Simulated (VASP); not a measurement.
These are TPSS meta-GGA, VASP's PBE PAW potentials (set 64) (plane waves; VASP) values and carry that method's errors.

The input files of a VASP run:

KPOINTS:
```
Automatic mesh
0
Gamma
8 8 8
0 0 0
```

POSCAR:
```
Li2O
1
    0.0000000000     2.3450756760     2.3450756760
    2.3450756760     0.0000000000     2.3450756760
    2.3450756760     2.3450756760     0.0000000000
Li O
2 1
Direct
  0.2500000000   0.2500000000   0.2500000000
  0.7500000000   0.7500000000   0.7500000000
  0.0000000000   0.0000000000   0.0000000000
```

INCAR:
```
! general
SYSTEM   =  Li2O
PREC     =  Accurate
ENCUT    =  520   ! plane-wave cut-off (eV)
LREAL    =  .FALSE.
LASPH    =  .TRUE.   ! aspherical one-centre terms

! electronic loop
EDIFF    =  1E-7
NELM     =  100   ! most electronic steps
ALGO     =  Normal   ! blocked Davidson
LMIXTAU  =  .TRUE.

! smearing
ISMEAR   =  0
SIGMA    =  0.05   ! width (eV)

! functional
METAGGA  =  TPSS

! ions
ISIF     =  2   ! forces and stress, cell fixed

! output
LWAVE    =  .FALSE.
LCHARG   =  .FALSE.
```

POTCAR, in this order: Li_sv O (PBE.64 set). Program: vasp_std.

Output of the run:

### OSZICAR
```
       N       E                     dE             d eps       ncg     rms          rms(c)
DAV:   1     0.138764545785E+03    0.13876E+03   -0.17709E+07   580   0.425E+07
DAV:   2    -0.171433422506E+03   -0.31020E+03   -0.30200E+03  1044   0.909E+03
DAV:   3    -0.896290637589E+04   -0.87915E+04   -0.89242E+04  1108   0.593E+02
DAV:   4    -0.170081944559E+05   -0.80453E+04   -0.16942E+05  1056   0.137E+04
DAV:   5    -0.343952209812E+04    0.13569E+05   -0.30663E+04  1016   0.327E+03    0.109E+02
DAV:   6    -0.346717568095E+02    0.34049E+04   -0.70654E+03   634   0.853E+02    0.536E+01
DAV:   7    -0.301459226106E+02    0.45258E+01   -0.15639E+02   688   0.131E+02    0.371E+01
DAV:   8    -0.136074471151E+02    0.16538E+02   -0.44853E+01   770   0.527E+01    0.191E+01
DAV:   9    -0.211872795910E+02   -0.75798E+01   -0.79627E+00   732   0.222E+01    0.201E+01
DAV:  10    -0.206323345398E+02    0.55495E+00   -0.37864E+00  1114   0.146E+01    0.914E+00
DAV:  11    -0.176099389955E+02    0.30224E+01   -0.55338E+00   580   0.184E+01    0.151E+00
DAV:  12    -0.177313795611E+02   -0.12144E+00   -0.13894E+00  1010   0.915E+00    0.565E+00
DAV:  13    -0.180109613673E+02   -0.27958E+00   -0.12273E+00   580   0.134E+01    0.555E-01
DAV:  14    -0.179782021957E+02    0.32759E-01   -0.60768E-02   630   0.352E+00    0.632E-01
DAV:  15    -0.180441352840E+02   -0.65933E-01   -0.22410E-02   596   0.223E+00    0.556E-01
DAV:  16    -0.181002144549E+02   -0.56079E-01   -0.64564E-02   684   0.242E+00    0.862E-01
DAV:  17    -0.180553054650E+02    0.44909E-01   -0.45134E-02   610   0.187E+00    0.432E-01
DAV:  18    -0.180794692082E+02   -0.24164E-01   -0.86449E-03   614   0.169E+00    0.215E-01
DAV:  19    -0.181163723688E+02   -0.36903E-01   -0.52607E-02   678   0.320E+00    0.255E-01
DAV:  20    -0.181208380780E+02   -0.44657E-02   -0.37117E-03   900   0.892E-01    0.207E-01
DAV:  21    -0.181214538384E+02   -0.61576E-03   -0.23023E-04   690   0.260E-01    0.169E-01
DAV:  22    -0.181281467568E+02   -0.66929E-02   -0.10095E-02   810   0.160E+00    0.117E-01
DAV:  23    -0.181314420333E+02   -0.32953E-02   -0.10247E-02   666   0.141E+00    0.152E-01
DAV:  24    -0.181304849293E+02    0.95710E-03   -0.12683E-03   598   0.479E-01    0.123E-01
DAV:  25    -0.181307080776E+02   -0.22315E-03   -0.11661E-04   668   0.190E-01    0.107E-01
DAV:  26    -0.181307417847E+02   -0.33707E-04   -0.80745E-05   596   0.161E-01    0.820E-02
DAV:  27    -0.181311187416E+02   -0.37696E-03   -0.62340E-04   672   0.436E-01    0.566E-02
DAV:  28    -0.181309866189E+02    0.13212E-03   -0.88491E-05   590   0.107E-01    0.407E-02
DAV:  29    -0.181310236207E+02   -0.37002E-04   -0.36307E-05   638   0.105E-01    0.254E-02
DAV:  30    -0.181311091567E+02   -0.85536E-04   -0.81758E-05   694   0.159E-01    0.190E-02
DAV:  31    -0.181311600391E+02   -0.50882E-04   -0.17350E-04   700   0.218E-01    0.124E-02
DAV:  32    -0.181311513818E+02    0.86574E-05   -0.56687E-05   740   0.130E-01    0.333E-03
DAV:  33    -0.181311483125E+02    0.30693E-05   -0.43786E-06   610   0.320E-02    0.162E-03
DAV:  34    -0.181311478442E+02    0.46825E-06   -0.81718E-07   640   0.132E-02    0.316E-03
DAV:  35    -0.181311499610E+02   -0.21168E-05   -0.47761E-06   606   0.346E-02    0.255E-03
DAV:  36    -0.181311508130E+02   -0.85200E-06   -0.19857E-06   726   0.235E-02    0.121E-03
DAV:  37    -0.181311512282E+02   -0.41517E-06   -0.19868E-07   632   0.742E-03    0.307E-04
DAV:  38    -0.181311513772E+02   -0.14900E-06   -0.71334E-08   608   0.373E-03    0.148E-04
DAV:  39    -0.181311513928E+02   -0.15609E-07   -0.35026E-08   522   0.337E-03
   1 F= -.18131151E+02 E0= -.18131151E+02  d E =-.315801E-24
```

**OUTCAR**
```
------------------------ aborting loop because EDIFF is reached ----------------------------------------
  FORCE on cell =-STRESS in cart. coord.  units (eV):
  Direction    XX          YY          ZZ          XY          YZ          ZX
  --------------------------------------------------------------------------------------
  Total       -0.7594901     -0.7594901     -0.7594901     -0.0000000      0.0000000     -0.0000000
  in kB      -47.1771946    -47.1771946    -47.1771946     -0.0000000      0.0000000     -0.0000000
  external PRESSURE =     -47.1771946 kB  Pullay stress =       0.0000000 kB
  volume of cell :       25.79
      direct lattice vectors                 reciprocal lattice vectors
     0.000000000  2.345075676  2.345075676    -0.213212736  0.213212736  0.213212736
     2.345075676  0.000000000  2.345075676     0.213212736 -0.213212736  0.213212736
     2.345075676  2.345075676  0.000000000     0.213212736  0.213212736 -0.213212736
 POSITION                                       TOTAL-FORCE (eV/Angst)
 -----------------------------------------------------------------------------------
      1.17254      1.17254      1.17254        -0.000000     -0.000000     -0.000000
      3.51761      3.51761      3.51761         0.000000      0.000000      0.000000
      0.00000      0.00000      0.00000        -0.000000      0.000000     -0.000000
 -----------------------------------------------------------------------------------
    total drift:                                0.000000      0.000000      0.000000
  FREE ENERGIE OF THE ION-ELECTRON SYSTEM (eV)
  ---------------------------------------------------
  free  energy   TOTEN  =       -18.1311513928 eV

  energy  without entropy=      -18.1311513928  energy(sigma->0) =      -18.13115139
```
(Selected blocks of OUTCAR.)

The compound is Li2O in the antifluorite structure. This cell is one point of a volume scan, at 1.06 of the reference volume.
